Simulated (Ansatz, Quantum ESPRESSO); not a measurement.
**MnH2O2: programs and potentials compared**

```
CELL_PARAMETERS angstrom
3.25000 0.00000 0.00000
-1.62500 2.81458 0.00000
0.00000 0.00000 4.48000
ATOMIC_POSITIONS crystal
Mn 0.00000 0.00000 0.00000
O 0.66667 0.33333 0.77400
O 0.33333 0.66667 0.22600
H 0.66667 0.33333 0.55400
H 0.33333 0.66667 0.44600
```

Alike in all runs: task band structure; functional LDA; k mesh 9 × 9 × 6; occupations fermi-dirac, width 0.05 eV; collinear spin, ferromagnetic start; no spin-orbit coupling. LDA stands for any of its common fits. Pressure is positive in compression and, in plane waves, holds the error of the finite cutoff, which Ansatz's Pulay term estimates and takes out.

```csv
program and potentials,plane-wave cutoff (eV),notes,pressure (GPa),net moment per atom (μB),largest force (eV/Å)
"Ansatz, Ansatz PAW",420,"potentials made for PBE, which Ansatz adapts in part; Pulay term of +0.98 GPa included",1.68,1.00,0.610
"Quantum ESPRESSO, GBRV 1.5 LDA",612,-,2.96,1.00,0.355
"Ansatz, all-electron LAPW, scalar-relativistic",-,-,1.74,1.00,0.602
```

Force on atom 2 (O), eV/Å:

```csv
program and potentials,x,y,z
"Ansatz, Ansatz PAW",0.000,0.000,-0.610
"Quantum ESPRESSO, GBRV 1.5 LDA",0.000,0.000,-0.147
"Ansatz, all-electron LAPW, scalar-relativistic",0.000,0.000,-0.602
```

The pressure spans 1.68 (Ansatz, Ansatz PAW) to 2.96 GPa (Quantum ESPRESSO, GBRV 1.5 LDA), with all-electron results at 1.74. All agree on the net moment per atom. The state is the one that the start led to, which needn't be the lowest. The atoms of the given cell lie far from their minimum at this level.

The functional is the same throughout but for its coding, so the spread measures potentials, basis and numerics; runs on potential files found faulty are left out.
